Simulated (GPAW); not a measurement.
The system is AlNi.

```xyz
2
Lattice="1.9387 -1.9532 0.0000 1.9387 1.9532 0.0000 0.0000 0.0000 3.0994" Properties=species:S:1:pos:R:3 pbc="T T T"
Ni    1.9387    0.0000    1.5497
Al    0.0000    0.0000    0.0000
```

The cell comes from a database or a generator and needn't be the stable form of this composition.

Base run:

* Program: GPAW 26.7.0
* Functional: PBEsol
* Potentials or basis: PAW data sets generated in the run's folder for this functional
* Cutoff: 600 eV
* Basis: pw
* k mesh: 7 × 7 × 6
* Occupations: fermi-dirac, width 0.05 eV
* Spin: collinear spin, ferromagnetic start
* Starting moments: [1.0, 0.0] μB
* Hubbard terms: Ni d U = 8 eV

Its results: pressure 1.8 GPa; net moment 0.42 μB per cell; site moments Ni +0.56; Al -0.03 μB.

**Question.** The run is repeated on the same cell with these changes: hubbard terms from Ni d U = 8 eV to Ni d U = 6 eV. What comes out?

**Answer.** Pressure -1.5 GPa; net moment 0.27 μB per cell; site moments Ni +0.35; Al -0.01 μB.

Caveats: the stock nickel data set gives pressures a few GPa off other programs; the U is typed as a test and isn't derived for this compound.
